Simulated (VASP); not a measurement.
## MgS: core levels with r2SCAN

Crystal: MgS.

```xyz
2
Lattice="0.0000 2.8331 2.8331 2.8331 0.0000 2.8331 2.8331 2.8331 0.0000" Properties=species:S:1:pos:R:3 pbc="T T T"
S     1.4166    1.4166    1.4166
Mg    0.0000    0.0000    0.0000
```

The cell comes from a database or a generator and needn't be the stable form of this composition.

| Quantity | Value |
| --- | --- |
| Program | VASP 6.6.1 |
| Task | core levels |
| Functional | r2SCAN |
| Potentials or basis | VASP PAW PBE potentials, release 64 (S, Mg) |
| Cutoff | 520 eV |
| k mesh | 8 × 8 × 8 |
| Occupations | fermi-dirac, width 0.1 eV |
| Spin | no spin polarisation |
| Further INCAR settings | ALGO = Normal; EDIFF = 1e-06 |

The pressure is -0.4 GPa. The band gap on the k mesh is 4.12 eV, direct.

Levels at points of the mesh, in eV from the valence-band top:
| k point | band 1 | band 2 | band 3 | band 4 | band 5 | band 6 | band 7 | band 8 |
| --- | --- | --- | --- | --- | --- | --- | --- | --- |
| (0.00, 0.00, 0.00) | -11.73 | 0.00 | 0.00 | 0.00 | 4.12 | 8.59 | 8.59 | 8.59 |
| (0.50, 0.00, 0.00) | -11.04 | -3.14 | -0.33 | -0.33 | 5.78 | 8.21 | 8.21 | 9.25 |
| (0.50, 0.50, 0.00) | -10.81 | -2.81 | -1.05 | -1.05 | 4.32 | 6.26 | 12.11 | 13.25 |

Core levels (eV, on the scale of the bands):
```csv
atom,levels
1 S,"1s -2427.2, 2s -211.5, 2p -156.1"
2 Mg,"1s -1274.9, 2s -79.3, 2p -45.4"
```

Wall time 40 s on 1 thread of AMD EPYC 9R45 (Zen 5) (shared host), peak memory 0.14 GiB.

Caveat: the PAW data sets were made with another functional, which shifts forces and pressure a little. A k mesh can miss the band edges.
